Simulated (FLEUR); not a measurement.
A run of FLEUR MaX-R8.1 (later development tree) is set up as follows.

File inp.xml:

```xml
<?xml version="1.0" encoding="UTF-8" standalone="no"?>
<fleurInput fleurInputVersion="0.39">
   <comment>
      BaTiO3                                                                                              
   </comment>
   <calculationSetup>
      <cutoffs Kmax="4.0" Gmax="20.0" GmaxXC="20.0" numbands="0"/>
      <scfLoop itmax="60" minDistance="0.00001" maxIterBroyd="15" imix="Anderson" alpha="0.05" precondParam="0.0" spinf="2.0" sdNocoIR="T"/>
      <coreElectrons ctail="T" frcor="F" kcrel="0" coretail_lmax="0"/>
      <xcFunctional name="pbe" relativisticCorrections="F"/>
      <magnetism jspins="1"/>
      <soc l_soc="F" theta="0.0" phi="0.0" spav="F"/>
      <expertModes spex="0" secvar="F"/>
      <geometryOptimization l_f="F" forcealpha="1.0" forcemix="BFGS" epsdisp="0.00001" epsforce="0.00001"/>
      <ldaU l_linMix="F" mixParam="0.05" spinf="1.0"/>
   </calculationSetup>
   <cell>
      <bzIntegration valenceElectrons="50.0" mode="hist" fermiSmearingEnergy="0.00183747">
         <kPointListSelection listName="default-1"/>
         <!-- k-points included here -->
         <xi:include xmlns:xi="http://www.w3.org/2001/XInclude" href="kpts.xml"> </xi:include>
      </bzIntegration>
      <!-- symmetry operations included here -->
      <xi:include xmlns:xi="http://www.w3.org/2001/XInclude" href="sym.xml"> </xi:include>
      <bulkLattice scale="1.0">
         <bravaisMatrix>
            <row-1>    7.5585265531750796     0.0000000000000000     0.0000000000000000</row-1>
            <row-2>    0.0000000000000000     7.5585265531750796     0.0000000000000000</row-2>
            <row-3>    0.0000000000000000     0.0000000000000000     7.5929195686427988</row-3>
         </bravaisMatrix>
      </bulkLattice>
   </cell>
   <atomSpecies>
      <species name="Barium (Ba)" element="Ba" atomicNumber="56">
         <mtSphere radius="2.66" gridPoints="879" logIncrement="0.015"/>
         <atomicCutoffs lmax="7" lnonsphr="5"/>
         <electronConfig flipSpins="F">
            <coreConfig>(1s1/2) (2s1/2) (2p1/2) (2p3/2) (3s1/2) (3p1/2) (3p3/2) (4s1/2) (3d3/2) (3d5/2) (4p1/2) (4p3/2)</coreConfig>
[... 22 lines left out ...]
         <lo type="SCLO" l="1" n="3" eDeriv="1"/>
         <lo type="SCLO" l="2" n="3" eDeriv="2"/>
         <lo type="SCLO" l="3" n="4" eDeriv="2"/>
      </species>
      <species name="Oxygen (O)" element="O" atomicNumber="8">
         <mtSphere radius="1.44" gridPoints="477" logIncrement="0.022"/>
         <atomicCutoffs lmax="4" lnonsphr="3"/>
         <electronConfig flipSpins="F">
            <coreConfig>(1s1/2)</coreConfig>
            <valenceConfig>(2s1/2) (2p1/2) (2p3/2)</valenceConfig>
            <stateOccupation state="(2p1/2)" spinUp="0.666667" spinDown="0.666667"/>
            <stateOccupation state="(2p3/2)" spinUp="1.333333" spinDown="1.333333"/>
         </electronConfig>
         <energyParameters s="2" p="2" d="3" f="4"/>
         <lo type="SCLO" l="0" n="2" eDeriv="2"/>
         <lo type="SCLO" l="1" n="2" eDeriv="2"/>
         <lo type="SCLO" l="2" n="3" eDeriv="2"/>
      </species>
   </atomSpecies>
   <atomGroups>
      <atomGroup species="Barium (Ba)">
         <relPos label="                   1">.0000000000 .0000000000 .0000000000</relPos>
         <force calculate="T" relaxXYZ="TTT"/>
      </atomGroup>
      <atomGroup species="Titanium (Ti)">
         <relPos label="                   2">1.000/2.000 1.000/2.000 .4900000000</relPos>
         <force calculate="T" relaxXYZ="TTT"/>
      </atomGroup>
      <atomGroup species="Oxygen (O)">
         <relPos label="                   3">.0000000000 1.000/2.000 -.4830000000</relPos>
         <relPos label="                   4">1.000/2.000 .0000000000 -.4830000000</relPos>
         <force calculate="T" relaxXYZ="TTT"/>
      </atomGroup>
      <atomGroup species="Oxygen (O)">
         <relPos label="                   5">1.000/2.000 1.000/2.000 .0190000000</relPos>
         <force calculate="T" relaxXYZ="TTT"/>
      </atomGroup>
   </atomGroups>
   <output dos="F" band="F" slice="F">
      <checks vchk="F" cdinf="F"/>
      <bandDOS minEnergy="-.5*Htr" maxEnergy="0.5*Htr" sigma="0.015" storeEVData="T"/>
      <vacuumDOS vacdos="F" integ="F" star="F" nstars="0" locx1="0.0" locy1="0.0" locx2="0.0" locy2="0.0" nstm="0" tworkf="0.0"/>
      <unfoldingBand unfoldBand="F" supercellX="1" supercellY="1" supercellZ="1"/>
      <plotting iplot="0" polar="F">
         <plot TwoD="T" vec1="  1.0  0.0  0.0" vec2="  0.0  1.0  0.0" vec3="  0.0  0.0  1.0" zero="  0.0  0.0  0.0" file="plot"/>
      </plotting>
      <chargeDensitySlicing numkpt="0" minEigenval="0.0" maxEigenval="0.0" nnne="0" pallst="F"/>
      <specialOutput eonly="F"/>
      <moessbauerParams electricFieldGradient="T" isomerShift="T" coreHyperfine="T" valenceHyperfine="T"/>
      <magneticCircularDichroism mcd="F" energyLo="-10.0" energyUp="0.0"/>
   </output>
  <!-- We include the file relax.xml here to enable relaxations (see documentation) -->
  <xi:include xmlns:xi="http://www.w3.org/2001/XInclude" href="relax.xml"> <xi:fallback/> </xi:include>
</fleurInput>
```

Contents of crystal.txt:

```
BaTiO3
&input cartesian=F /
3.9998000000  0.0000000000  0.0000000000
0.0000000000  3.9998000000  0.0000000000
0.0000000000  0.0000000000  4.0180000000
1.8897261246
1.0 1.0 1.0

5
56 0.0000000000  0.0000000000  0.0000000000
22 0.5000000000  0.5000000000  0.4900000000
8 0.0000000000  0.5000000000  0.5170000000
8 0.5000000000  0.0000000000  0.5170000000
8 0.5000000000  0.5000000000  0.0190000000

&kpt div1=7 div2=7 div3=7 gamma=T /
```

File inp.xml (bands):

```
<?xml version="1.0" encoding="UTF-8" standalone="no"?>
<fleurInput fleurInputVersion="0.39">
   <comment>
      BaTiO3                                                                                              
   </comment>
   <calculationSetup>
      <cutoffs Kmax="4.0" Gmax="20.0" GmaxXC="20.0" numbands="0"/>
      <scfLoop itmax="60" minDistance="0.00001" maxIterBroyd="15" imix="Anderson" alpha="0.05" precondParam="0.0" spinf="2.0" sdNocoIR="T"/>
      <coreElectrons ctail="T" frcor="F" kcrel="0" coretail_lmax="0"/>
      <xcFunctional name="pbe" relativisticCorrections="F"/>
      <magnetism jspins="1"/>
      <soc l_soc="F" theta="0.0" phi="0.0" spav="F"/>
      <expertModes spex="0" secvar="F"/>
      <geometryOptimization l_f="F" forcealpha="1.0" forcemix="BFGS" epsdisp="0.00001" epsforce="0.00001"/>
      <ldaU l_linMix="F" mixParam="0.05" spinf="1.0"/>
   </calculationSetup>
   <cell>
      <bzIntegration valenceElectrons="50.0" mode="hist" fermiSmearingEnergy="0.00183747">
         <kPointListSelection listName="path-1"/>
         <!-- k-points included here -->
         <xi:include xmlns:xi="http://www.w3.org/2001/XInclude" href="kpts.xml"> </xi:include>
      </bzIntegration>
      <!-- symmetry operations included here -->
      <xi:include xmlns:xi="http://www.w3.org/2001/XInclude" href="sym.xml"> </xi:include>
      <bulkLattice scale="1.0">
         <bravaisMatrix>
            <row-1>    7.5585265531750796     0.0000000000000000     0.0000000000000000</row-1>
            <row-2>    0.0000000000000000     7.5585265531750796     0.0000000000000000</row-2>
            <row-3>    0.0000000000000000     0.0000000000000000     7.5929195686427988</row-3>
         </bravaisMatrix>
      </bulkLattice>
   </cell>
   <atomSpecies>
      <species name="Barium (Ba)" element="Ba" atomicNumber="56">
         <mtSphere radius="2.66" gridPoints="879" logIncrement="0.015"/>
         <atomicCutoffs lmax="7" lnonsphr="5"/>
         <electronConfig flipSpins="F">
            <coreConfig>(1s1/2) (2s1/2) (2p1/2) (2p3/2) (3s1/2) (3p1/2) (3p3/2) (4s1/2) (3d3/2) (3d5/2) (4p1/2) (4p3/2)</coreConfig>
[... 20 lines left out ...]
         <lo type="SCLO" l="0" n="3" eDeriv="0"/>
         <lo type="SCLO" l="1" n="3" eDeriv="0"/>
         <lo type="SCLO" l="1" n="3" eDeriv="1"/>
         <lo type="SCLO" l="2" n="3" eDeriv="2"/>
         <lo type="SCLO" l="3" n="4" eDeriv="2"/>
      </species>
      <species name="Oxygen (O)" element="O" atomicNumber="8">
         <mtSphere radius="1.44" gridPoints="477" logIncrement="0.022"/>
         <atomicCutoffs lmax="4" lnonsphr="3"/>
         <electronConfig flipSpins="F">
            <coreConfig>(1s1/2)</coreConfig>
            <valenceConfig>(2s1/2) (2p1/2) (2p3/2)</valenceConfig>
            <stateOccupation state="(2p1/2)" spinUp="0.666667" spinDown="0.666667"/>
            <stateOccupation state="(2p3/2)" spinUp="1.333333" spinDown="1.333333"/>
         </electronConfig>
         <energyParameters s="2" p="2" d="3" f="4"/>
         <lo type="SCLO" l="0" n="2" eDeriv="2"/>
         <lo type="SCLO" l="1" n="2" eDeriv="2"/>
         <lo type="SCLO" l="2" n="3" eDeriv="2"/>
      </species>
   </atomSpecies>
   <atomGroups>
      <atomGroup species="Barium (Ba)">
         <relPos label="                   1">.0000000000 .0000000000 .0000000000</relPos>
         <force calculate="T" relaxXYZ="TTT"/>
      </atomGroup>
      <atomGroup species="Titanium (Ti)">
         <relPos label="                   2">1.000/2.000 1.000/2.000 .4900000000</relPos>
         <force calculate="T" relaxXYZ="TTT"/>
      </atomGroup>
      <atomGroup species="Oxygen (O)">
         <relPos label="                   3">.0000000000 1.000/2.000 -.4830000000</relPos>
         <relPos label="                   4">1.000/2.000 .0000000000 -.4830000000</relPos>
         <force calculate="T" relaxXYZ="TTT"/>
      </atomGroup>
      <atomGroup species="Oxygen (O)">
         <relPos label="                   5">1.000/2.000 1.000/2.000 .0190000000</relPos>
         <force calculate="T" relaxXYZ="TTT"/>
      </atomGroup>
   </atomGroups>
   <output dos="F" band="T" slice="F">
      <checks vchk="F" cdinf="F"/>
      <bandDOS minEnergy="-.5*Htr" maxEnergy="0.5*Htr" sigma="0.015" storeEVData="T"/>
      <vacuumDOS vacdos="F" integ="F" star="F" nstars="0" locx1="0.0" locy1="0.0" locx2="0.0" locy2="0.0" nstm="0" tworkf="0.0"/>
      <unfoldingBand unfoldBand="F" supercellX="1" supercellY="1" supercellZ="1"/>
      <plotting iplot="0" polar="F">
         <plot TwoD="T" vec1="  1.0  0.0  0.0" vec2="  0.0  1.0  0.0" vec3="  0.0  0.0  1.0" zero="  0.0  0.0  0.0" file="plot"/>
      </plotting>
      <chargeDensitySlicing numkpt="0" minEigenval="0.0" maxEigenval="0.0" nnne="0" pallst="F"/>
      <specialOutput eonly="F"/>
      <moessbauerParams electricFieldGradient="T" isomerShift="T" coreHyperfine="T" valenceHyperfine="T"/>
      <magneticCircularDichroism mcd="F" energyLo="-10.0" energyUp="0.0"/>
   </output>
  <!-- We include the file relax.xml here to enable relaxations (see documentation) -->
  <xi:include xmlns:xi="http://www.w3.org/2001/XInclude" href="relax.xml"> <xi:fallback/> </xi:include>
</fleurInput>
```

Potentials or basis: all-electron, FLAPW.

The run is started by

```console
$ inpgen -f crystal.txt -profile fast
$ # inp.xml edited to the form shown
$ fleur_MPI
$ fleur_MPI   # second run, on inp.xml (bands)
```

**Question.** Estimate the band gap along the path.

**Answer.** 1.84 eV, indirect (least direct gap 2.09 eV).

**Question.** What does it give for the band gap on the k mesh?

**Answer.** 1.92 eV, indirect (least direct gap 2.09 eV).

Levels at the corners of the path, in eV from the valence-band top:
```
point  band 21  band 22  band 23  band 24  band 25  band 26  band 27  band 28  band 29  band 30
    Γ    -1.25    -1.16    -0.26    -0.25    -0.25     1.84     2.05     2.05     4.04     4.13
    X    -1.90    -1.81    -1.71    -0.91    -0.81     2.16     3.54     3.57     4.09     5.93
    M    -2.67    -1.74    -0.92    -0.92    -0.04     3.61     3.61     4.02     4.75     7.74
    Γ    -1.25    -1.16    -0.26    -0.25    -0.25     1.84     2.05     2.05     4.04     4.13
    Z    -1.91    -1.91    -1.90    -0.68    -0.68     1.98     3.60     3.60     4.04     6.06
    R    -2.63    -1.70    -0.86    -0.84    -0.12     3.58     3.63     4.00     4.87     7.70
    A    -2.38    -2.36    -0.08    -0.08     0.00     4.24     4.24     4.24     6.63     6.79
    Z    -1.91    -1.91    -1.90    -0.68    -0.68     1.98     3.60     3.60     4.04     6.06
    X    -1.90    -1.81    -1.71    -0.91    -0.81     2.16     3.54     3.57     4.09     5.93
    R    -2.63    -1.70    -0.86    -0.84    -0.12     3.58     3.63     4.00     4.87     7.70
    M    -2.67    -1.74    -0.92    -0.92    -0.04     3.61     3.61     4.02     4.75     7.74
    A    -2.38    -2.36    -0.08    -0.08     0.00     4.24     4.24     4.24     6.63     6.79
```

Caveat: the plane-wave cutoff is short for the small spheres of the light atoms, so energies, forces and moduli aren't converged; spin-orbit coupling is left out, which moves the levels of the heavy elements; the mesh misses the band edges, which the band path finds closer together. A hybrid or GW would open this gap; PBE tends to underestimate it.
